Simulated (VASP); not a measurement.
# SiC in VASP: relaxing the cell with several functionals, part 2 of 2

The system is SiC, CsCl type, a generated structure that needn't be the ground state.

VASP 6.6.1, plane waves, PAW. The steps go on from the part before.

**4. PBEsol: cell and atoms**

INCAR reads:

```
ENCUT = 600.000000
SIGMA = 0.020000
EDIFF = 1.00e-07
EDIFFG = -5.00e-03
GGA = PS
PREC = Accurate
IBRION = 2
ISIF = 3
ISMEAR = -1
NBANDS = 11
NELM = 120
NSW = 40
LASPH = .TRUE.
LCHARG = .FALSE.
LWAVE = .FALSE.
LREAL = .FALSE.
```

KPOINTS reads:

```
KPOINTS created by Atomic Simulation Environment
0
Gamma
8 8 8
0 0 0
```

POSCAR reads:

```
Si C
 1.0000000000000000
     2.6443621003327489    0.0000000000000000   -0.0000000000000000
     0.0000000000000000    2.6443621003327489    0.0000000000000000
     0.0000000000000000    0.0000000000000000    2.6443621003327489
 Si  C
   1   1
Cartesian
  0.0000000000000000  0.0000000000000000  0.0000000000000000
  1.3221810501663744  1.3221810501663744  1.3221810501663744
```

On the command line:

```bash
$ mpirun -np 1 vasp_std
```

The first run moved the cell so far that it was started again from its end, on a fresh basis. The second run's POSCAR:

```
Si C
 1.0000000000000000
     2.6194620714738752    0.0000000000000000    0.0000000000000000
     0.0000000000000000    2.6194620714738752   -0.0000000000000000
     0.0000000000000000    0.0000000000000000    2.6194620714738752
 Si  C
   1   1
Cartesian
  0.0000000000000000  0.0000000000000000  0.0000000000000000
  1.3097310357369374  1.3097310357369374  1.3097310357369374
```

The files below are the second run's.

Printed to the terminal (iteration lines stand in OSZICAR):

```text
POSCAR found type information on POSCAR SiC
 POSCAR found :  2 types and       2 ions
 -----------------------------------------------------------------------------
|                                                                             |
|                                                                             |
|     You enforced a specific xc type in the INCAR file but a different       |
|     I HOPE YOU KNOW WHAT YOU ARE DOING!                                     |
|                                                                             |
 -----------------------------------------------------------------------------

 LDA part: xc-table for (Slater+PW92), standard interpolation
 POSCAR, INCAR and KPOINTS ok, starting setup
 FFT: planning ... GRIDC
 FFT: planning ... GRID_SOFT
 FFT: planning ... GRID
 WAVECAR not read
 WARNING: random wavefunctions but no delay for mixing, default for NELMDL
 entering main loop
 curvature:   0.00 expect dE= 0.000E+00 dE for cont linesearch  0.000E+00
 search vector abs. value=  0.820E-06
 reached required accuracy - stopping structural energy minimisation
```

OSZICAR:

```text
N       E                     dE             d eps       ncg     rms          rms(c)
DAV:   1     0.426988285535E+01    0.42699E+01   -0.43760E+03   810   0.715E+02
DAV:   2    -0.119849370198E+02   -0.16255E+02   -0.15491E+02  1055   0.105E+02
DAV:   3    -0.124083975468E+02   -0.42346E+00   -0.41717E+00   956   0.131E+01
DAV:   4    -0.124093140108E+02   -0.91646E-03   -0.91636E-03   861   0.748E-01
DAV:   5    -0.124093159974E+02   -0.19866E-05   -0.19862E-05   895   0.333E-02    0.522E+00
DAV:   6    -0.119605440483E+02    0.44877E+00   -0.20936E+00   808   0.565E+00    0.243E+00
DAV:   7    -0.119535563235E+02    0.69877E-02   -0.44588E-02   875   0.147E+00    0.120E+00
DAV:   8    -0.119482117391E+02    0.53446E-02   -0.63935E-03   806   0.510E-01    0.115E-01
DAV:   9    -0.119480278711E+02    0.18387E-03   -0.49410E-04   983   0.105E-01    0.582E-02
DAV:  10    -0.119480290626E+02   -0.11915E-05   -0.55706E-05   873   0.435E-02    0.118E-02
DAV:  11    -0.119480250107E+02    0.40519E-05   -0.17441E-05   850   0.185E-02    0.353E-03
DAV:  12    -0.119480248895E+02    0.12118E-06   -0.59682E-07   895   0.500E-03    0.806E-04
DAV:  13    -0.119480248285E+02    0.61058E-07   -0.79286E-08   460   0.124E-03
   1 F= -.11948025E+02 E0= -.11947679E+02  d E =-.119480E+02
```

OUTCAR, selected sections:

```text
k-points           NKPTS =     35   k-points in BZ     NKDIM =     35   number of bands    NBANDS=     11

   NELECT =       8.0000    total number of electrons

   dimension x,y,z NGX =    24 NGY =   24 NGZ =   24
   dimension x,y,z NGXF=    48 NGYF=   48 NGZF=   48

  energy-cutoff  :      600.00
  volume of cell :       17.97
      direct lattice vectors                 reciprocal lattice vectors
     2.619462071  0.000000000  0.000000000     0.381757770  0.000000000  0.000000000
     0.000000000  2.619462071  0.000000000     0.000000000  0.381757770  0.000000000
     0.000000000  0.000000000  2.619462071     0.000000000  0.000000000  0.381757770

 k-points in reciprocal lattice and weights: KPOINTS created by Atomic Simulation Env
   0.00000000  0.00000000  0.00000000       0.002
   0.12500000  0.00000000  0.00000000       0.012
   0.25000000  0.00000000  0.00000000       0.012
   0.37500000  0.00000000  0.00000000       0.012
   0.50000000  0.00000000  0.00000000       0.006
   0.12500000  0.12500000  0.00000000       0.023
   0.25000000  0.12500000  0.00000000       0.047
   0.37500000  0.12500000  0.00000000       0.047
[... 27 more k-points ...]

 E-fermi :  11.5103

 k-point     1 :       0.0000    0.0000    0.0000
  band No.  band energies     occupation
      1      -6.3096      2.00000
      2      10.3569      2.00000
      3      10.3569      2.00000
      4      10.3569      2.00000
      5      13.3643      0.00000
      6      16.3586      0.00000
      7      16.3586      0.00000
      8      24.5651      0.00000
      9      24.5651      0.00000
     10      24.5651      0.00000
     11      31.8664      0.00000

 k-point     2 :       0.1250    0.0000    0.0000
  band No.  band energies     occupation
      1      -6.0035      2.00000
      2       7.9809      2.00000
      3      10.5766      2.00000
      4      10.5766      2.00000
      5      14.0766      0.00000
      6      16.6663      0.00000
      7      18.2378      0.00000
      8      23.7842      0.00000
      9      23.7842      0.00000
     10      24.4116      0.00000
     11      31.4464      0.00000

 k-point     3 :       0.2500    0.0000    0.0000
  band No.  band energies     occupation
      1      -5.0923      2.00000
      2       4.5358      2.00000
      3      11.1865      2.00000
      4      11.1865      2.00000
      5      14.8829      0.00000
      6      17.5622      0.00000
      7      19.9385      0.00000
      8      21.9146      0.00000
      9      21.9146      0.00000
     10      25.7956      0.00000
     11      29.4107      0.00000

 k-point     4 :       0.3750    0.0000    0.0000
  band No.  band energies     occupation
      1      -3.6134      2.00000
      2       1.4221      2.00000
      3      11.9761      0.00000
      4      11.9761      0.00000
      5      15.9242      0.00000
      6      18.8909      0.00000
      7      19.0936      0.00000
      8      20.0273      0.00000
      9      20.0273      0.00000
     10      26.0867      0.00000
     11      29.6377      0.00000

 k-point     5 :       0.5000    0.0000    0.0000
  band No.  band energies     occupation
      1      -2.1308      2.00000
      2      -0.6164      2.00000
      3      12.3984      0.00000
      4      12.3984      0.00000
      5      16.7891      0.00000
      6      18.1290      0.00000
      7      19.1925      0.00000
      8      19.1925      0.00000
      9      19.8010      0.00000
     10      24.5094      0.00000
     11      31.3985      0.00000

 k-point     6 :       0.1250    0.1250    0.0000
  band No.  band energies     occupation
      1      -5.6982      2.00000
      2       8.1649      2.00000
      3       8.3154      2.00000
      4      10.7945      2.00000
      5      14.9222      0.00000
      6      17.7500      0.00000
      7      18.8523      0.00000
      8      22.5732      0.00000
      9      23.3494      0.00000
     10      25.0281      0.00000
     11      29.8555      0.00000

[... the tables of k-points 7 to 35 left out ...]

  Total        0.0033652      0.0033652      0.0033652     -0.0000000     -0.0000000      0.0000000
  in kB        0.2999713      0.2999713      0.2999713     -0.0000000     -0.0000000      0.0000000
  external PRESSURE =       0.2999713 kB  Pullay stress =       0.0000000 kB

 POSITION                                       TOTAL-FORCE (eV/Angst)
 -----------------------------------------------------------------------------------
      0.00000      0.00000      0.00000         0.000000      0.000000      0.000000
      1.30973      1.30973      1.30973         0.000000      0.000000      0.000000
 -----------------------------------------------------------------------------------
    total drift:                                0.000000     -0.000000     -0.000000

  FREE ENERGIE OF THE ION-ELECTRON SYSTEM (eV)
  ---------------------------------------------------
  free  energy   TOTEN  =       -11.9480248285 eV

  energy  without entropy=      -11.9473329270  energy(sigma->0) =      -11.94767888
```

CONTCAR

```
Si C
   1.00000000000000
     2.6194620714738752    0.0000000000000000    0.0000000000000000
     0.0000000000000000    2.6194620714738752    0.0000000000000000
     0.0000000000000000    0.0000000000000000    2.6194620714738752
  Si              C
     1     1
Direct
     0.0000000000000000    0.0000000000000000    0.0000000000000000
     0.5000000000000000    0.5000000000000000    0.5000000000000000

  0.00000000E+00  0.00000000E+00  0.00000000E+00
  0.00000000E+00  0.00000000E+00  0.00000000E+00
```

Wall time 3.1 s (1 MPI rank of Intel Xeon 6975P-C, shared host); peak memory 0.13 GiB.

```
                       before  after   change
                a (Å)   2.644  2.619  -0.94 %
     volume (Å³/atom)   9.246  8.987  -2.80 %
shortest distance (Å)   2.290  2.269  -0.94 %
          space group   Pm-3m  Pm-3m     same
```

**5. Relaxing with LDA**

Edit INCAR of step 4 so:

```diff
@@ -4,3 +4,3 @@
 EDIFFG = -5.00e-03
-GGA = PS
+GGA = CA
 PREC = Accurate
```

KPOINTS is that of step 4.

POSCAR is that of step 4.

The run uses the recommended LDA PAW datasets (8 valence electrons a neutral cell).

On the command line:

```bash
$ mpirun -np 1 vasp_std
```

The first run moved the cell so far that it was started again from its end, on a fresh basis. The second run's POSCAR:

```
Si C
 1.0000000000000000
     2.6045342951114105    0.0000000000000000   -0.0000000000000000
     0.0000000000000000    2.6045342951114105   -0.0000000000000000
     0.0000000000000000    0.0000000000000000    2.6045342951114105
 Si  C
   1   1
Cartesian
  0.0000000000000000  0.0000000000000000  0.0000000000000000
  1.3022671475557053  1.3022671475557053  1.3022671475557053
```

The files below are the second run's.

Standard output, without the iteration lines:

```text
POSCAR found type information on POSCAR SiC
 POSCAR found :  2 types and       2 ions
 LDA part: xc-table for (Slater(with rela. corr.)+CA(PZ))
 , standard interpolation
 POSCAR, INCAR and KPOINTS ok, starting setup
 FFT: planning ... GRIDC
 FFT: planning ... GRID_SOFT
 FFT: planning ... GRID
 WAVECAR not read
 WARNING: random wavefunctions but no delay for mixing, default for NELMDL
 entering main loop
 curvature:   0.00 expect dE= 0.000E+00 dE for cont linesearch  0.000E+00
 search vector abs. value=  0.400E-06
 reached required accuracy - stopping structural energy minimisation
```

OSZICAR:

```text
N       E                     dE             d eps       ncg     rms          rms(c)
DAV:   1     0.423757516485E+01    0.42376E+01   -0.41981E+03   802   0.694E+02
DAV:   2    -0.126163057400E+02   -0.16854E+02   -0.16210E+02   969   0.105E+02
DAV:   3    -0.130835243269E+02   -0.46722E+00   -0.45971E+00   992   0.135E+01
DAV:   4    -0.130847344944E+02   -0.12102E-02   -0.12101E-02   828   0.851E-01
DAV:   5    -0.130847371864E+02   -0.26920E-05   -0.26917E-05   930   0.386E-02    0.556E+00
DAV:   6    -0.125289595030E+02    0.55578E+00   -0.25958E+00   811   0.643E+00    0.248E+00
DAV:   7    -0.125237961625E+02    0.51633E-02   -0.57161E-02   863   0.168E+00    0.125E+00
DAV:   8    -0.125188071040E+02    0.49891E-02   -0.66902E-03   821   0.517E-01    0.135E-01
DAV:   9    -0.125185917255E+02    0.21538E-03   -0.62363E-04   977   0.116E-01    0.499E-02
DAV:  10    -0.125185887900E+02    0.29356E-05   -0.67935E-05   856   0.485E-02    0.139E-02
DAV:  11    -0.125185853134E+02    0.34765E-05   -0.15709E-05   856   0.179E-02    0.475E-03
DAV:  12    -0.125185853031E+02    0.10302E-07   -0.52724E-07   919   0.497E-03
   1 F= -.12518585E+02 E0= -.12518258E+02  d E =-.125186E+02
```

OUTCAR, selected sections:

```text
k-points           NKPTS =     35   k-points in BZ     NKDIM =     35   number of bands    NBANDS=     11

   NELECT =       8.0000    total number of electrons

   dimension x,y,z NGX =    24 NGY =   24 NGZ =   24
   dimension x,y,z NGXF=    48 NGYF=   48 NGZF=   48

  energy-cutoff  :      600.00
  volume of cell :       17.67
      direct lattice vectors                 reciprocal lattice vectors
     2.604534295  0.000000000  0.000000000     0.383945799  0.000000000  0.000000000
     0.000000000  2.604534295  0.000000000     0.000000000  0.383945799  0.000000000
     0.000000000  0.000000000  2.604534295     0.000000000  0.000000000  0.383945799

 k-points in reciprocal lattice and weights: KPOINTS created by Atomic Simulation Env
   0.00000000  0.00000000  0.00000000       0.002
   0.12500000  0.00000000  0.00000000       0.012
   0.25000000  0.00000000  0.00000000       0.012
   0.37500000  0.00000000  0.00000000       0.012
   0.50000000  0.00000000  0.00000000       0.006
   0.12500000  0.12500000  0.00000000       0.023
   0.25000000  0.12500000  0.00000000       0.047
   0.37500000  0.12500000  0.00000000       0.047
[... 27 more k-points ...]

 E-fermi :  11.7960

 k-point     1 :       0.0000    0.0000    0.0000
  band No.  band energies     occupation
      1      -6.1016      2.00000
      2      10.6116      2.00000
      3      10.6116      2.00000
      4      10.6116      2.00000
      5      13.8896      0.00000
      6      16.6913      0.00000
      7      16.6913      0.00000
      8      24.8893      0.00000
      9      24.8893      0.00000
     10      24.8893      0.00000
     11      32.2084      0.00000

 k-point     2 :       0.1250    0.0000    0.0000
  band No.  band energies     occupation
      1      -5.7926      2.00000
      2       8.2619      2.00000
      3      10.8321      2.00000
      4      10.8321      2.00000
      5      14.5597      0.00000
      6      17.0011      0.00000
      7      18.5721      0.00000
      8      24.1105      0.00000
      9      24.1105      0.00000
     10      24.7623      0.00000
     11      31.8048      0.00000

 k-point     3 :       0.2500    0.0000    0.0000
  band No.  band energies     occupation
      1      -4.8725      2.00000
      2       4.8042      2.00000
      3      11.4438      2.00000
      4      11.4438      2.00000
      5      15.3499      0.00000
      6      17.9021      0.00000
      7      20.2692      0.00000
      8      22.2438      0.00000
      9      22.2438      0.00000
     10      26.1951      0.00000
     11      29.9179      0.00000

 k-point     4 :       0.3750    0.0000    0.0000
  band No.  band energies     occupation
      1      -3.3759      2.00000
      2       1.6660      2.00000
      3      12.2344      0.00000
      4      12.2344      0.00000
      5      16.3881      0.00000
      6      19.2331      0.00000
      7      19.4440      0.00000
      8      20.3569      0.00000
      9      20.3569      0.00000
     10      26.5727      0.00000
     11      30.0318      0.00000

 k-point     5 :       0.5000    0.0000    0.0000
  band No.  band energies     occupation
      1      -1.8488      2.00000
      2      -0.4197      2.00000
      3      12.6565      0.00000
      4      12.6565      0.00000
      5      17.2831      0.00000
      6      18.4572      0.00000
      7      19.5223      0.00000
      8      19.5223      0.00000
      9      20.1364      0.00000
     10      24.9957      0.00000
     11      31.7467      0.00000

 k-point     6 :       0.1250    0.1250    0.0000
  band No.  band energies     occupation
      1      -5.4845      2.00000
      2       8.4798      2.00000
      3       8.5619      2.00000
      4      11.0508      2.00000
      5      15.3645      0.00000
      6      18.0812      0.00000
      7      19.1869      0.00000
      8      22.9380      0.00000
      9      23.6757      0.00000
     10      25.3684      0.00000
     11      30.2271      0.00000

[... the tables of k-points 7 to 35 left out ...]

  Total        0.0023501      0.0023501      0.0023501      0.0000000     -0.0000000     -0.0000000
  in kB        0.2131111      0.2131111      0.2131111      0.0000000     -0.0000000     -0.0000000
  external PRESSURE =       0.2131111 kB  Pullay stress =       0.0000000 kB

 POSITION                                       TOTAL-FORCE (eV/Angst)
 -----------------------------------------------------------------------------------
      0.00000      0.00000      0.00000         0.000000      0.000000      0.000000
      1.30227      1.30227      1.30227         0.000000      0.000000      0.000000
 -----------------------------------------------------------------------------------
    total drift:                                0.000000     -0.000000     -0.000000

  FREE ENERGIE OF THE ION-ELECTRON SYSTEM (eV)
  ---------------------------------------------------
  free  energy   TOTEN  =       -12.5185853031 eV

  energy  without entropy=      -12.5179301947  energy(sigma->0) =      -12.51825775
```

CONTCAR

```
Si C
   1.00000000000000
     2.6045342951114105    0.0000000000000000    0.0000000000000000
     0.0000000000000000    2.6045342951114105    0.0000000000000000
     0.0000000000000000    0.0000000000000000    2.6045342951114105
  Si              C
     1     1
Direct
     0.0000000000000000    0.0000000000000000    0.0000000000000000
     0.5000000000000000    0.5000000000000000    0.5000000000000000

  0.00000000E+00  0.00000000E+00  0.00000000E+00
  0.00000000E+00  0.00000000E+00  0.00000000E+00
```

Wall time 2.5 s (1 MPI rank of Intel Xeon 6975P-C, shared host); peak memory 0.12 GiB.

|  | before | after | change |
| --- | --- | --- | --- |
| a (Å) | 2.644 | 2.605 | -1.51 % |
| volume (Å³/atom) | 9.246 | 8.834 | -4.45 % |
| shortest distance (Å) | 2.290 | 2.256 | -1.51 % |
| space group | Pm-3m | Pm-3m | same |

**6. The relaxed cells**

This closing draws on all 2 parts.

| level | a (Å) | volume (Å³/atom) | space group |
| --- | --- | --- | --- |
| PBE | 2.645 | 9.248 | Pm-3m |
| r2SCAN | 2.621 | 8.999 | Pm-3m |
| PBEsol | 2.619 | 8.987 | Pm-3m |
| LDA | 2.605 | 8.834 | Pm-3m |

**Reading.** The PBE run changed the volume by +40.1 % from its own start of 6.60 Å³/atom. LDA gives the smallest cell and PBE the largest, 4.7 % apart in volume. LDA's volume lies 4.5 % below PBE's.
